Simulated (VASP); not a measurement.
# CdO (Monteponite) (Fm-3m) in VASP: settings compared, part 2 of 3

VASP 6.6.1. The steps go on from the part before.

### Step 3. Phonons, PBEsol

This run uses another cell than the first one, of 13.02 Å³/atom, 1.034 times its volume.

File POSCAR:

```
CdO
1.0
    0.0000000000      2.3523961160      2.3523961160
    2.3523961160      0.0000000000      2.3523961160
    2.3523961160      2.3523961160      0.0000000000
  Cd              O
     1     1
Direct
     0.0000000000000000    0.0000000000000000    0.0000000000000000
     0.5000000000000000    0.5000000000000000    0.5000000000000000
```

File INCAR.step1:

```
SYSTEM = CdO
ALGO = Fast
EDIFF = 1E-8
EDIFFG = -0.002
ENCUT = 600
GGA = PS
IBRION = 2
ISIF = 3
ISMEAR = 0
LASPH = .True.
LCHARG = .False.
LREAL = .False.
LWAVE = .False.
NELM = 80
NSW = 40
PREC = Accurate
SIGMA = 0.03
```

File INCAR.step2:

```
SYSTEM = CdO
ALGO = Fast
EDIFF = 1E-8
ENCUT = 600
GGA = PS
IBRION = 6
ISIF = 2
ISMEAR = 0
LASPH = .True.
LCHARG = .False.
LREAL = .False.
LWAVE = .False.
NELM = 80
NFREE = 2
NSW = 1
POTIM = 0.015
PREC = Accurate
SIGMA = 0.03
```

File KPOINTS:

```
k-points
0
Gamma
  12 12 12
  0 0 0
```

Potentials or basis: VASP PAW PBE potentials, release 64 (Cd, O).

Run with:

```sh
> cat potpaw_PBE.64/Cd/POTCAR potpaw_PBE.64/O/POTCAR > POTCAR
> cp INCAR.step1 INCAR
> mpirun -np 1 vasp_std > vasp.out
> cp CONTCAR POSCAR
> cp INCAR.step2 INCAR
> mpirun -np 1 vasp_std > vasp.out
```

OUTCAR:

```text
SYSTEM = CdO
   EDIFF = 1E-8
   ENCUT = 600
   GGA = PS
   IBRION = 6
   ISIF = 2
   ISMEAR = 0
   LASPH = .True.
   LREAL = .False.
   NELM = 80
   NFREE = 2
   NSW = 1
   POTIM = 0.015
   PREC = Accurate

 ion  position               nearest neighbor table
   1  0.000  0.000  0.000-   2 2.35   2 2.35   2 2.35   2 2.35   2 2.35   2 2.35
   2  0.500  0.500  0.500-   1 2.35   1 2.35   1 2.35   1 2.35   1 2.35   1 2.35

  LATTYP: Found a face centered cubic cell.
 ALAT       =     4.7047922320

  Lattice vectors:

 A1 = (   0.0000000000,   2.3523961160,   2.3523961160)
 A2 = (   2.3523961160,   0.0000000000,   2.3523961160)
 A3 = (   2.3523961160,   2.3523961160,   0.0000000000)

Analysis of symmetry for initial positions (statically):
=====================================================================
 Subroutine PRICEL returns:
 Original cell was already a primitive cell.

 Routine SETGRP: Setting up the symmetry group for a
 face centered cubic supercell.

 Subroutine GETGRP returns: Found 48 space group operations
 (whereof 48 operations were pure point group operations)
 out of a pool of 48 trial point group operations.

The static configuration has the point symmetry O_h .

Analysis of symmetry for dynamics (positions and initial velocities):
=====================================================================
 Subroutine PRICEL returns:
 Original cell was already a primitive cell.

 Routine SETGRP: Setting up the symmetry group for a
 face centered cubic supercell.

 Subroutine GETGRP returns: Found 48 space group operations
 (whereof 48 operations were pure point group operations)
 out of a pool of 48 trial point group operations.

The dynamic configuration has the point symmetry O_h .

 Subroutine INISYM returns: Found 48 space group operations
 (whereof 48 operations are pure point group operations),
 and found     1 'primitive' translations

----------------------------------------------------------------------------------------

                                     Primitive cell

  volume of cell :      26.0352

  direct lattice vectors                    reciprocal lattice vectors
     0.000000000  2.352396116  2.352396116    -0.212549237  0.212549237  0.212549237
     2.352396116  0.000000000  2.352396116     0.212549237 -0.212549237  0.212549237
     2.352396116  2.352396116  0.000000000     0.212549237  0.212549237 -0.212549237

  length of vectors
     3.326790491  3.326790491  3.326790491     0.368146078  0.368146078  0.368146078

  position of ions in fractional coordinates (direct lattice)
     0.000000000  0.000000000  0.000000000
     0.500000000  0.500000000  0.500000000

  ion indices of the primitive-cell ions
   primitive index   ion index
                 1           1
                 2           2

----------------------------------------------------------------------------------------

 KPOINTS: k-points
[... 114 lines left out ...]
  ext. energy  EPLUGINS =         0.00000000
  ---------------------------------------------------
  free energy    TOTEN  =        -8.50572267 eV

  energy without entropy =       -8.50567695  energy(sigma->0) =       -8.50569981

------------------------ aborting loop because EDIFF is reached ----------------------------------------

  FORCE on cell =-STRESS in cart. coord.  units (eV):
  Direction    XX          YY          ZZ          XY          YZ          ZX
  --------------------------------------------------------------------------------------
  -------------------------------------------------------------------------------------
  Total        0.0001776      0.0001776      0.0001776      0.0000000      0.0000000      0.0000000
  in kB        0.0109323      0.0109323      0.0109323      0.0000000      0.0000000      0.0000000
  external PRESSURE =       0.0109323 kB  Pullay stress =       0.0000000 kB
[... 131 lines left out ...]
--------------------------------------- Ionic step        5  -------------------------------------------

 number of electron      18.0000002 magnetization

 Free energy of the ion-electron system (eV)
  ---------------------------------------------------
  ext. energy  EPLUGINS =         0.00000000
  ---------------------------------------------------
  free energy    TOTEN  =        -8.50533113 eV

  energy without entropy =       -8.50528539  energy(sigma->0) =       -8.50530826

 E-fermi :   1.8746     XC(G=0): -11.9421

 val. band max:        1.8485329720   @ k =   0.5000   0.0000   0.0000
 cond. band min:       2.1416801274   @ k =   0.0833   0.0000   0.0000
 fundamental gap:      0.2931471553
 Fermi energy:         1.8746354554

 k-point     1 :       0.0000    0.0000    0.0000
  band No.  band energies     occupation
      1     -15.4492      2.00000
      2      -4.8053      2.00000
      3      -4.8053      2.00000
      4      -4.8050      2.00000
      5      -4.5038      2.00000
      6      -4.5026      2.00000
      7       0.5012      2.00000
      8       0.5012      2.00000
      9       0.5018      2.00000
     10       1.3096      2.00000
     11      16.6104      0.00000
     12      18.7051      0.00000
     13      18.7052      0.00000
[... 354 lines left out ...]
  band No.  band energies     occupation
      1     -14.6533      2.00000
      2      -5.5688      2.00000
      3      -5.2736      2.00000
      4      -5.1781      2.00000
      5      -4.2707      2.00000
      6      -4.2478      2.00000
      7      -1.8792      2.00000
      8       0.6434      2.00000
      9       1.5980      2.00000
     10       7.3850      0.00000
     11       8.7351      0.00000
     12      12.0174      0.00000
     13      14.0192      0.00000

 [... further k-points ...]

------------------------ aborting loop because EDIFF is reached ----------------------------------------

  FORCE on cell =-STRESS in cart. coord.  units (eV):
  Direction    XX          YY          ZZ          XY          YZ          ZX
  --------------------------------------------------------------------------------------
  -------------------------------------------------------------------------------------
  Total        0.0072611     -0.0006805     -0.0006805      0.0000000      0.0000000     -0.0000000
  in kB        0.4468371     -0.0418800     -0.0418800      0.0000000      0.0000000     -0.0000000
  external PRESSURE =       0.1210257 kB  Pullay stress =       0.0000000 kB
[... 17 lines left out ...]
  FREE ENERGIE OF THE ION-ELECTRON SYSTEM (eV)
  ---------------------------------------------------
  free  energy   TOTEN  =        -8.5053311316 eV

  energy  without entropy=       -8.5052853914  energy(sigma->0) =       -8.50530826

 INTERNAL STRAIN TENSORS FROM DISPLACED ATOMS
 ============================================

 INTERNAL STRAIN TENSOR FOR ION    1 for displacements in x,y,z  (eV/Angst):
          X           Y           Z          XY          YZ          ZX
  --------------------------------------------------------------------------------
  x     0.00000     0.00000     0.00000     0.00000     0.00000     0.00000
  y     0.00000     0.00000     0.00000     0.00000     0.00000     0.00000
  z     0.00000     0.00000     0.00000     0.00000     0.00000     0.00000

 INTERNAL STRAIN TENSOR FOR ION    2 for displacements in x,y,z  (eV/Angst):
          X           Y           Z          XY          YZ          ZX
  --------------------------------------------------------------------------------
  x     0.00000     0.00000     0.00000     0.00000     0.00000     0.00000
  y     0.00000     0.00000     0.00000     0.00000     0.00000     0.00000
  z     0.00000     0.00000     0.00000     0.00000     0.00000     0.00000

 Eigenvectors and eigenvalues of the dynamical matrix
 ----------------------------------------------------

   1 f  =    7.792558 THz    48.962085 2PiTHz  259.931750 cm-1    32.227415 meV
             X         Y         Z           dx          dy          dz
      0.000000  0.000000  0.000000    -0.077480   -0.345384    0.000000
      2.352396  2.352396  2.352396     0.204719    0.912577    0.000000
[... 21 lines left out ...]
   6 f/i=    0.008169 THz     0.051329 2PiTHz    0.272495 cm-1     0.033785 meV
             X         Y         Z           dx          dy          dz
      0.000000  0.000000  0.000000     0.129004   -0.831769    0.407707
      2.352396  2.352396  2.352396     0.048824   -0.314800    0.154305

 ELASTIC MODULI CONTR FROM IONIC RELAXATION (kBar)
 Direction    XX          YY          ZZ          XY          YZ          ZX
 --------------------------------------------------------------------------------
 XX           0.0000      0.0000      0.0000      0.0000      0.0000      0.0000
 YY           0.0000      0.0000      0.0000      0.0000      0.0000      0.0000
 ZZ           0.0000      0.0000      0.0000      0.0000      0.0000      0.0000
 XY           0.0000      0.0000      0.0000      0.0000      0.0000      0.0000
 YZ           0.0000      0.0000      0.0000      0.0000      0.0000      0.0000
 ZX           0.0000      0.0000      0.0000      0.0000      0.0000      0.0000
 --------------------------------------------------------------------------------
```

Wall time 1.7 min (1 thread of Intel Xeon 6975P-C (Granite Rapids), shared host); peak memory 0.25 GiB.

Results:

```
Highest phonon frequency at Γ, LO-TO splitting left out : 260 cm⁻¹
```

Phonon frequencies in cm⁻¹ (negative: imaginary):
```csv
q point,frequencies
"(0.000, 0.000, 0.000)",0 0 0 260 260 260
```

Caveat: the PAW data sets were made with another functional, which shifts forces and pressure a little.

### Step 4. Phonons, r2SCAN

This run uses another cell than the first one, of 13.16 Å³/atom, 1.046 times its volume.

File POSCAR:

```
CdO
1.0
    0.0000000000      2.3610312322      2.3610312322
    2.3610312322      0.0000000000      2.3610312322
    2.3610312322      2.3610312322      0.0000000000
  Cd              O
     1     1
Direct
     0.0000000000000000    0.0000000000000000    0.0000000000000000
     0.5000000000000000    0.5000000000000000    0.5000000000000000
```

File INCAR.step1:

```
SYSTEM = CdO
PREC = Accurate
ENCUT = 600
EDIFF = 1E-8
ISMEAR = 0
SIGMA = 0.03
LREAL = .False.
LASPH = .True.
NELM = 80
ALGO = Normal
ISIF = 3
LWAVE = .False.
LCHARG = .False.
METAGGA = R2SCAN
LMIXTAU = .True.
IBRION = 2
NSW = 40
EDIFFG = -0.002
```

File INCAR.step2:

```
SYSTEM = CdO
PREC = Accurate
ENCUT = 600
EDIFF = 1E-8
ISMEAR = 0
SIGMA = 0.03
LREAL = .False.
LASPH = .True.
NELM = 80
ALGO = Normal
ISIF = 2
LWAVE = .False.
LCHARG = .False.
METAGGA = R2SCAN
LMIXTAU = .True.
IBRION = 6
NFREE = 2
POTIM = 0.015
NSW = 1
```

File KPOINTS:

```
Automatic mesh
0
Gamma
  12 12 12
  0 0 0
```

Potentials or basis: VASP PAW PBE potentials, release 64 (Cd, O).

Run with:

```sh
> cat potpaw_PBE.64/Cd/POTCAR potpaw_PBE.64/O/POTCAR > POTCAR
> cp INCAR.step1 INCAR
> mpirun -np 1 vasp_std > vasp.out
> cp CONTCAR POSCAR
> cp INCAR.step2 INCAR
> mpirun -np 1 vasp_std > vasp.out
```

OUTCAR:

```text
SYSTEM = CdO
   PREC = Accurate
   ENCUT = 600
   EDIFF = 1E-8
   ISMEAR = 0
   LREAL = .False.
   LASPH = .True.
   NELM = 80
   ISIF = 2
   METAGGA = R2SCAN
   IBRION = 6
   NFREE = 2
   POTIM = 0.015
   NSW = 1

 ion  position               nearest neighbor table
   1  0.000  0.000  0.000-   2 2.36   2 2.36   2 2.36   2 2.36   2 2.36   2 2.36
   2  0.500  0.500  0.500-   1 2.36   1 2.36   1 2.36   1 2.36   1 2.36   1 2.36

  LATTYP: Found a face centered cubic cell.
 ALAT       =     4.7220624644

  Lattice vectors:

 A1 = (   0.0000000000,   2.3610312322,   2.3610312322)
 A2 = (   2.3610312322,   0.0000000000,   2.3610312322)
 A3 = (   2.3610312322,   2.3610312322,   0.0000000000)

Analysis of symmetry for initial positions (statically):
=====================================================================
 Subroutine PRICEL returns:
 Original cell was already a primitive cell.

 Routine SETGRP: Setting up the symmetry group for a
 face centered cubic supercell.

 Subroutine GETGRP returns: Found 48 space group operations
 (whereof 48 operations were pure point group operations)
 out of a pool of 48 trial point group operations.

The static configuration has the point symmetry O_h .

Analysis of symmetry for dynamics (positions and initial velocities):
=====================================================================
 Subroutine PRICEL returns:
 Original cell was already a primitive cell.

 Routine SETGRP: Setting up the symmetry group for a
 face centered cubic supercell.

 Subroutine GETGRP returns: Found 48 space group operations
[... 318 lines left out ...]
      2      -5.2681      2.00000
      3      -5.2681      2.00000
      4      -5.2678      2.00000
      5      -4.9613      2.00000
      6      -4.9602      2.00000
      7       0.2843      2.00000
      8       0.2843      2.00000
      9       0.2849      2.00000
     10       1.6218      0.76033
     11      17.2617      0.00000
     12      19.2414      0.00000
     13      19.2414      0.00000
[... 354 lines left out ...]
  band No.  band energies     occupation
      1     -15.9126      2.00000
      2      -5.9195      2.00000
      3      -5.7098      2.00000
      4      -5.6033      2.00000
      5      -4.7694      2.00000
      6      -4.7432      2.00000
      7      -2.0944      2.00000
      8       0.4212      2.00000
      9       1.3352      2.00000
     10       7.8604      0.00000
     11       9.1806      0.00000
     12      12.6300      0.00000
     13      14.7278      0.00000

 [... further k-points ...]

------------------------ aborting loop because EDIFF is reached ----------------------------------------

  FORCE on cell =-STRESS in cart. coord.  units (eV):
  Direction    XX          YY          ZZ          XY          YZ          ZX
  --------------------------------------------------------------------------------------
  -------------------------------------------------------------------------------------
  Total        0.0058174     -0.0023622     -0.0023622     -0.0000000      0.0000000      0.0000000
  in kB        0.3540822     -0.1437798     -0.1437798     -0.0000000      0.0000000      0.0000000
  external PRESSURE =       0.0221742 kB  Pullay stress =       0.0000000 kB
[... 17 lines left out ...]
  FREE ENERGIE OF THE ION-ELECTRON SYSTEM (eV)
  ---------------------------------------------------
  free  energy   TOTEN  =       -28.5626234202 eV

  energy  without entropy=      -28.5625933378  energy(sigma->0) =      -28.56260838

 INTERNAL STRAIN TENSORS FROM DISPLACED ATOMS
 ============================================

 INTERNAL STRAIN TENSOR FOR ION    1 for displacements in x,y,z  (eV/Angst):
          X           Y           Z          XY          YZ          ZX
  --------------------------------------------------------------------------------
  x     0.00000     0.00000     0.00000     0.00000     0.00000     0.00000
  y     0.00000     0.00000     0.00000     0.00000     0.00000     0.00000
  z     0.00000     0.00000     0.00000     0.00000     0.00000     0.00000

 INTERNAL STRAIN TENSOR FOR ION    2 for displacements in x,y,z  (eV/Angst):
          X           Y           Z          XY          YZ          ZX
  --------------------------------------------------------------------------------
  x     0.00000     0.00000     0.00000     0.00000     0.00000     0.00000
  y     0.00000     0.00000     0.00000     0.00000     0.00000     0.00000
  z     0.00000     0.00000     0.00000     0.00000     0.00000     0.00000

 Eigenvectors and eigenvalues of the dynamical matrix
 ----------------------------------------------------

   1 f  =    8.101004 THz    50.900107 2PiTHz  270.220392 cm-1    33.503044 meV
             X         Y         Z           dx          dy          dz
      0.000000  0.000000  0.000000    -0.353307    0.000000    0.000000
      2.361031  2.361031  2.361031     0.935507    0.000000    0.000000
[... 21 lines left out ...]
   6 f/i=    0.002771 THz     0.017411 2PiTHz    0.092431 cm-1     0.011460 meV
             X         Y         Z           dx          dy          dz
      0.000000  0.000000  0.000000     0.000000    0.000000    0.935507
      2.361031  2.361031  2.361031     0.000000    0.000000    0.353307

 ELASTIC MODULI CONTR FROM IONIC RELAXATION (kBar)
 Direction    XX          YY          ZZ          XY          YZ          ZX
 --------------------------------------------------------------------------------
 XX           0.0000      0.0000      0.0000      0.0000      0.0000      0.0000
 YY           0.0000      0.0000      0.0000      0.0000      0.0000      0.0000
 ZZ           0.0000      0.0000      0.0000      0.0000      0.0000      0.0000
 XY           0.0000      0.0000      0.0000      0.0000      0.0000      0.0000
 YZ           0.0000      0.0000      0.0000      0.0000      0.0000      0.0000
 ZX           0.0000      0.0000      0.0000      0.0000      0.0000      0.0000
 --------------------------------------------------------------------------------
```

OUTCAR.step1:

```text
SYSTEM = CdO
   PREC = Accurate
   ENCUT = 600
   EDIFF = 1E-8
   ISMEAR = 0
   LREAL = .False.
   LASPH = .True.
[... 610 lines left out ...]
      0.00000      0.00000      0.00000         0.000000      0.000000      0.000000
      2.36103      2.36103      2.36103        -0.000000     -0.000000     -0.000000
 -----------------------------------------------------------------------------------
    total drift:                                0.000000      0.000000      0.000000

  FREE ENERGIE OF THE ION-ELECTRON SYSTEM (eV)
  ---------------------------------------------------
  free  energy   TOTEN  =       -28.5630486421 eV

  energy  without entropy=      -28.5630182963  energy(sigma->0) =      -28.56303347

 reached required accuracy - stopping structural energy minimisation
```

OSZICAR.step1:

```text
N       E                     dE             d eps       ncg     rms          rms(c)
DAV:   1     0.106631001338E+03    0.10663E+03   -0.11991E+04  1944   0.163E+03
DAV:   2    -0.306803624619E+02   -0.13731E+03   -0.12748E+03  2082   0.359E+02
DAV:   3    -0.356311562067E+02   -0.49508E+01   -0.49342E+01  2057   0.758E+01
[... 16 lines left out ...]
DAV:  20    -0.285630486904E+02   -0.86459E-07   -0.33478E-09   936   0.104E-03    0.206E-04
DAV:  21    -0.285630486336E+02    0.56848E-07   -0.10188E-09   936   0.329E-04    0.696E-05
DAV:  22    -0.285630486478E+02   -0.14188E-07   -0.22298E-10   936   0.173E-04    0.877E-05
DAV:  23    -0.285630486360E+02    0.11793E-07   -0.51249E-11   936   0.121E-04    0.158E-05
DAV:  24    -0.285630486421E+02   -0.61029E-08   -0.71935E-12   936   0.350E-05
   1 F= -.28563049E+02 E0= -.28563033E+02  d E =-.285630E+02
```

Run time: 22 min. Hardware: 1 thread of AMD EPYC 7R13 (Zen 3), shared host; peak memory 0.25 GiB.

What came out:

```yaml
Highest_phonon_frequency_at_Γ_LO-TO_splitting_left_out: 270 cm⁻¹
```

Phonon frequencies in cm⁻¹ (negative: imaginary):
```tsv
q point	frequencies
(0.000, 0.000, 0.000)	0 0 0 270 270 270
```

Caveat: the PAW data sets were made with another functional, which shifts forces and pressure a little.

(Continued in part 3 of 3.)
